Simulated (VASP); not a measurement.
Set up this calculation in VASP 6.6.1, as the native input.

| Item | Value |
| --- | --- |
| Task | relaxation of cell and atoms |
| Functional | PBE |
| Dispersion | D3(BJ) |
| Potentials or basis | VASP PAW PBE potentials, release 64 (Se, In_d) |
| Cutoff | 600 eV |
| k mesh | 9 × 9 × 1 |
| Occupations | gaussian, width 0.03 eV |
| Spin | no spin polarisation |
| Further INCAR settings | ALGO = Normal; EDIFF = 1e-07; IBRION = 2; EDIFFG = -0.005; NSW = 90; ISIF = 3 |

The structure of InSe lies in POSCAR:

```
InSe                                    
1.0
    4.0274708384      0.0000000000      0.0000000000
   -2.0137354192      3.4878920640      0.0000000000
    0.0000000000      0.0000000000     23.3577120000
  Se              In            
     2     2
Direct
     0.0000000000000000    0.0000000000000000    0.3846576372771158
     0.0000000000000000    0.0000000000000000    0.6152875317522624
     0.6666666699999979    0.3333333300000021    0.4401346639786753
     0.6666666699999979    0.3333333300000021    0.5597756369919464
```

These files were run (other wordings do the same):

INCAR

```
PREC = Accurate
ENCUT = 600
EDIFF = 1E-7
ISMEAR = 0
SIGMA = 0.03
LREAL = F
LASPH = T
NELM = 80
ALGO = Normal
ISIF = 3
LWAVE = F
LCHARG = F
GGA = PE
IVDW = 12
IBRION = 2
NSW = 90
EDIFFG = -0.005
LATTICE_CONSTRAINTS = .TRUE. .TRUE. .FALSE.
KPAR = 8
```

KPOINTS

```
regular mesh
0
Gamma
  9 9 1
```

Potentials or basis: VASP PAW PBE potentials, release 64 (Se, In_d).

Launch:

```bash
$ cat potpaw_PBE.64/Se/POTCAR potpaw_PBE.64/In_d/POTCAR > POTCAR
$ mpirun -np 8 vasp_std > vasp.out
```

It gave:

```yaml
Relaxed_volume: 82.04 Å³/atom
Relaxed_cell: a = 4.028 Å, b = 4.028 Å, c = 23.358 Å, α = 90.00°, β = 90.00°, γ = 120.00°
Space_group_after_relaxing_to_0.05_Å: P-6m2 (No. 187)
Energy_gained_by_relaxing: 0.0 meV/atom
Ionic_steps: 2
Largest_force_after_relaxing: 0.003 eV/Å
Band_gap_on_the_k_mesh: 1.62 eV, indirect (least direct gap 1.69 eV)
Dispersion_energy_per_atom: -0.222 eV
```

Caveat: spin-orbit coupling is left out, which moves the levels of the heavy elements.

It took 55 s on 8 MPI ranks on Intel(R) Xeon(R) 6975P-C (Granite Rapids), on a shared host, peak memory 0.59 GiB a rank.
